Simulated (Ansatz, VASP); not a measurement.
**Two plane-wave programs on Os**

Contents of INCAR:

```
SYSTEM = Os
ALGO     = Normal         ! electronic algorithm
EDIFF    = 1E-6           ! SCF threshold, eV
ENCUT    = 520            ! plane-wave cutoff, eV
GGA      = PS             ! functional
ISIF     = 2              ! what is computed and relaxed
ISMEAR   = 0              ! smearing method
LASPH    = .True.         ! aspherical terms in the spheres
LCHARG   = .True.         ! write CHGCAR
LELF     = .True.         ! ELF
LREAL    = .False.        ! projectors in reciprocal space
LVHAR    = .True.       
LWAVE    = .False.        ! write WAVECAR
NBANDS   = 10             ! bands
NELM     = 100            ! most SCF steps
PREC     = Accurate       ! precision mode
SIGMA    = 0.15           ! smearing width, eV
```

KPOINTS

```
k-points
0
Gamma
  20 20 20
  0 0 0
```

POSCAR

```
Os
1.0
    0.0000000000      1.8477500000      1.8963750000
    1.8477500000      0.0000000000      1.8963750000
    1.8477500000      1.8477500000      0.0000000000
Os
1
Direct
    0.0000000000      0.0000000000      0.0000000000
```

Input for Ansatz:

```yaml
crystal:
  lattice:
    - [0.0, 1.84775, 1.896375]
    - [1.84775, 0.0, 1.896375]
    - [1.84775, 1.84775, 0.0]
  atoms:
    - { symbol: Os, position: [0.0, 0.0, 0.0] }
basis:
  ecutwfc: 420
kpoints:
  mp_grid: { grid: [20, 20, 20] }
hamiltonian:
  xc: pbesol
scf:
  occupations: { method: gaussian, width: 0.15 }
output:
  forces: true
  stress: true
  eigenvalues: true
```

Change from the starting cell: strain -0.050 along x and y, -0.025 along z, atoms carried along.

Alike in both runs: task single point; functional PBEsol; k mesh 20 × 20 × 20; occupations gaussian, width 0.15 eV; no spin polarisation.

|  | VASP | Ansatz |
| --- | --- | --- |
| version | VASP 6.6.1 | Ansatz 0.2.0 |
| potentials or method | VASP PAW PBE potentials, release 64 (Os) | scalar-relativistic, plane waves, PAW |
| plane-wave cutoff (eV) | 520 | 420 |
| valence electrons in the cell | 8 | 16 |

```tsv
	VASP	Ansatz	Ansatz less VASP
gap on the k mesh at the Fermi level (eV)	none	none	-
pressure (GPa)	39.5	37.6	-1.89
largest component of the traceless stress (GPa)	7.24	7.28	+0.032
```

A gap of «none» marks a metal or a gap that the smearing closes. With one functional, cell and mesh, what is left measures potentials, basis and numerics. The two sets of potentials don't hold the same shells in valence.

Caveats: so large a pressure means that the cell lies far from this level's equilibrium, or that cutoff or potentials fall short (VASP); the potentials were made for another functional, which shifts forces and pressure (VASP). The runs have no spin-orbit coupling, so splittings on Os are missing.
